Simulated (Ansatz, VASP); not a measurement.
## AlP: VASP beside Ansatz

File INCAR:

```
SYSTEM = AlP
  PREC = Accurate
  ENCUT = 520
  EDIFF = 1E-6
  ISMEAR = 0
  SIGMA = 0.1
  LREAL = .FALSE.
  LASPH = .TRUE.
  NELM = 100
  ALGO = Fast
  ISIF = 2
  LWAVE = .FALSE.
  LCHARG = .FALSE.
  GGA = PE
  NBANDS = 11
```

The input KPOINTS:

```
Automatic mesh
0
G
  6 6 6
  0 0 0
```

Contents of POSCAR:

```
AlP
1.0
    0.0000000000      2.7255000000      2.7255000000
    2.7255000000      0.0000000000      2.7255000000
    2.7255000000      2.7255000000      0.0000000000
Al P
1 1
Direct
    0.0000000000      0.0000000000      0.0000000000
    0.2500000000      0.2500000000      0.2500000000
```

Input for Ansatz:

```yaml
crystal:
  lattice:
    - [0.0, 2.7255, 2.7255]
    - [2.7255, 0.0, 2.7255]
    - [2.7255, 2.7255, 0.0]
  atoms:
    - { symbol: Al, position: [0.0, 0.0, 0.0] }
    - { symbol: P, position: [0.25, 0.25, 0.25] }
basis:
  ecutwfc: 420
kpoints:
  mp_grid: { grid: [6, 6, 6] }
hamiltonian:
  xc: pbe
scf:
  occupations: { method: gaussian, width: 0.1 }
output:
  forces: true
  stress: true
  eigenvalues: true
```

Alike in both runs: task single point; functional PBE; k mesh 6 × 6 × 6; occupations gaussian, width 0.1 eV; no spin polarisation.

|  | VASP | Ansatz |
| --- | --- | --- |
| version | VASP 6.6.1 | Ansatz 0.2.0 |
| potentials or method | VASP PAW PBE potentials, release 64 (Al, P) | scalar-relativistic, plane waves, PAW |
| plane-wave cutoff (eV) | 520 | 420 |
| valence electrons in the cell | 8 | 8 |

Ansatz gave:

| Property | Result |
| --- | --- |
| gap on the k mesh at the Fermi level (eV) | 1.57 |
| least direct gap on the mesh (eV) | 3.35 |
| pressure (GPa) | 2.8 |

Problem. What did VASP give for the same quantities?

Solution. gap on the k mesh at the Fermi level (eV): 1.57; least direct gap on the mesh (eV): 3.35; pressure (GPa): 2.7.

With one functional, cell and mesh, what is left measures potentials, basis and numerics.

A k mesh can miss the band edges. PBE gaps usually lie below the measured ones, often by a third to a half.
